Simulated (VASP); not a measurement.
Input of a VASP 6.6.1 run:

The input INCAR:

```
SYSTEM = Mg
PREC = Accurate
ENCUT = 520
EDIFF = 1E-6
ISMEAR = -1
SIGMA = 0.1
LREAL = .False.
LASPH = .True.
NELM = 100
ALGO = Normal
ISIF = 2
LWAVE = .False.
LCHARG = .True.
GGA = PS
LELF = .True.
LVHAR = .True.
NBANDS = 16
```

The input KPOINTS:

```
Automatic mesh
0
Gamma
  2 2 2
  0 0 0
```

The input POSCAR:

```
Mg
1.0
   -3.6719832600      3.6719832600      3.3588080400
    3.6719832600     -3.6719832600      3.3588080400
    3.6719832600      3.6719832600     -3.3588080400
Mg
7
Direct
   -0.0211535424     -0.0218123145     -0.0645291613
    0.0125104612      0.5098015354      0.0033871342
   -0.0182641266      0.5444976982      0.5022027252
    0.5100327101      0.0110497708      0.0022606312
    0.5450071037     -0.0164442576      0.5022487494
    0.5449714950      0.5442891662      0.0602060207
    0.4268958992      0.4286182654      0.4942237945
```

Potentials or basis: VASP PAW PBE potentials, release 64 (Mg).

The run is started by

```console
$ cat potpaw_PBE.64/Mg/POTCAR > POTCAR
$ mpirun -np 1 vasp_std > vasp.out
```

Question: Estimate the pressure.

Answer: -1.4 GPa.

Question: Estimate the band gap on the k mesh.

Answer: None (metal or under the smearing width).

Forces in eV/Å, atoms in the order of the input:
```
Mg   0.001  0.000  0.001
Mg  -0.001 -0.003  0.001
Mg  -0.001 -0.002  0.000
Mg  -0.002 -0.001  0.002
Mg  -0.003  0.000 -0.001
Mg   0.002  0.002 -0.002
Mg   0.003  0.005  0.000
```

Caveat: the k mesh is coarse (spacing up to 0.63 Å⁻¹), so the values aren't converged; the PAW data sets were made with another functional, which shifts forces and pressure a little.
